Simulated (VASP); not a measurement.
Si: equation of state with r2SCAN

The system is Si.

```
Si
1.0
     0.00000    2.72185    2.72185
     2.72185    0.00000    2.72185
     2.72185    2.72185    0.00000
Si
2
Direct
  0.50000 0.50000 0.50000
  0.75000 0.75000 0.75000
```

```json
{
  "Program": "VASP 6.6.1",
  "Task": "equation of state",
  "Functional": "r2SCAN",
  "Potentials or basis": "VASP PAW PBE potentials, release 64 (Si)",
  "Cutoff": "520 eV",
  "k mesh": "8 × 8 × 8",
  "Occupations": "fermi-dirac, width 0.05 eV",
  "Spin": "no spin polarisation",
  "Further INCAR settings": "ALGO = Normal; EDIFF = 1e-06; NBANDS = 11"
}
```

| Property | Result |
| --- | --- |
| Equilibrium volume | 20.12 Å³/atom |
| Bulk modulus | 97 GPa |
| Pressure derivative of the bulk modulus | 4.2 |

Energy against volume, from the lowest point:
```
volume (Å³/atom)  energy (meV/atom)
          18.955              22.84
          19.358               9.43
          19.761               2.01
          20.165               0.00
          20.568               2.86
          20.971              10.11
          21.375              21.30
```

All runs of the series together: 2.9 min on 1 thread of Intel(R) Xeon(R) 6975P-C (Granite Rapids), on a shared host.

Caveat: the PAW data sets were made with another functional, which shifts forces and pressure a little.
